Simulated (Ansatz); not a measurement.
**Compressing TaN: a fit and a missing row**

TaN, P-6m2, a = 2.936 Å, c = 2.885 Å. This isn't the usual stable structure of the compound. Ansatz: r2SCAN, PAW, 500 eV, Γ-centred 18×18×14 mesh on 2 atoms, Gaussian smearing 0.10 eV; no spin polarisation. Shape and atoms are relaxed at each volume; pressure is positive in compression.

| V (Å³/atom) | P (GPa) |
| --- | --- |
| 9.476 | ? |
| 9.799 | 41.38 |
| 10.122 | 25.33 |
| 10.445 | 11.65 |
| 10.768 | -0.02 |
| 11.091 | -9.98 |
| 11.414 | -18.48 |
| 11.845 | -27.88 |

Problem. Take V0 = 10.768 Å³/atom, count pressures from its P0 = -0.02 GPa, fit the third-order Birch–Murnaghan form to the other rows, and predict the missing pressure.

Solution. With the Eulerian strain f = ½[(V0/V)^(2/3) − 1] and y = (P − P0)/[3f(1 + 2f)^(5/2)], the form is the line y = B0 + 1.5 B0 (B0′ − 4) f. Rows (f, y): 0.03244, 363.5; 0.02105, 362.1; 0.01026, 360.4; -0.00976, 357.3; -0.01905, 356.0; -0.03079, 353.6. Means f = 0.0006917, y = 358.82; Σ(Δf)² = 0.003004, ΣΔfΔy = 0.4664; the slope is their ratio. y = 358.7 + 155.2 f GPa, so B0 = 358.7 GPa and B0′ = 4 + 2 × (155.2)/(3 × 358.7) = 4.29. At V = 9.476, f = 0.04447, y = 365.60 and P = 60.33 GPa. The run gave 60.21 GPa, so the fit is 0.12 GPa too high, a small miss on the scale of the series.

Spin–orbit coupling is left out, which can shift energies with elements as heavy as these.